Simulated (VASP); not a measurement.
PtS2 under changes of volume

One of the cells (20.386 Å³/atom); the others are scaled copies at fixed shape and fractional positions:

```
Pt S
1.0
     3.55170    0.00000    0.00000
    -1.77585    3.07586    0.00000
     0.00000    0.00000    5.59833
Pt S
1 2
Direct
  0.00000 0.00000 0.00000
  0.66667 0.33333 0.78032
  0.33333 0.66667 0.21968
```

| Item | Value |
| --- | --- |
| Program | VASP 6.6.1 |
| Functional | r2SCAN |
| Potentials or basis | VASP PAW PBE potentials, release 64 (Pt, S) |
| Cutoff | 520 eV |
| k mesh | 8 × 8 × 4 |
| Occupations | gaussian, width 0.02 eV |
| Spin | no spin polarisation |

```csv
volume (Å³/atom),energy over the lowest point (meV/atom),pressure (GPa),gap on the mesh (eV),largest force (eV/Å)
19.571,?,?,?,?
19.979,3.31,2.6,1.39,0.301
20.386,0.00,-0.1,1.36,0.017
20.794,3.26,-2.5,1.33,0.244
21.202,12.39,-4.7,1.30,0.483
```

Task: What does the run at 19.571 Å³/atom give?

Result: Energy over the lowest point 14.02 meV/atom; pressure 5.7 GPa; gap on the mesh 1.42 eV; largest force 0.611 eV/Å.

Worked out: A Birch-Murnaghan fit of order 2 (a polynomial in V^(-2/3)) to the other rows has its minimum at 20.38 Å³/atom with B0 = V·E''(V) = 128 GPa at fixed shape and positions, which overstates the stiffness. It gives 13.82 meV/atom at 19.571 Å³/atom, against the run's 14.02, and -dE/dV = 5.6 GPa, against 5.7. A straight line through the other rows of the gap, of slope -1.51 eV per unit of ln V, extrapolates to 1.42 eV, against the run's 1.42.

Energies are extrapolated to zero smearing.

Caveats: the PAW data sets were made with another functional, which shifts forces and pressure a little; spin-orbit coupling is left out, which moves the levels of the heavy elements.

A mesh can miss the band edges.
